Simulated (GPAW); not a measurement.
The system is AgBr.

```
CELL_PARAMETERS angstrom
0.00000 2.87015 2.87015
2.87015 0.00000 2.87015
2.87015 2.87015 0.00000
ATOMIC_POSITIONS crystal
Ag 0.00000 0.00000 0.00000
Br 0.50000 0.50000 0.50000
```

Base run:

| Property | Result |
| --- | --- |
| Program | GPAW 26.7.0 |
| Functional | PBEsol |
| Potentials or basis | PAW data sets generated in the run's folder for this functional |
| Cutoff | 600 eV |
| Basis | pw |
| k mesh | 8 × 8 × 8 |
| Occupations | fermi-dirac, width 0.05 eV |
| Spin | no spin polarisation |
| Hubbard terms | Ag d U = 5 eV |

Its results: band gap on the k mesh 1.36 eV, indirect (least direct gap 2.66 eV); pressure -0.5 GPa.

After a change of settings the same cell gave: band gap on the k mesh 1.50 eV, indirect (least direct gap 2.70 eV); pressure -0.3 GPa. Which change was it?
A. hubbard terms from Ag d U = 5 eV to Ag d U = 6 eV
B. hubbard terms from Ag d U = 5 eV to none
C. hubbard terms from Ag d U = 5 eV to Ag d U = 2 eV

A.
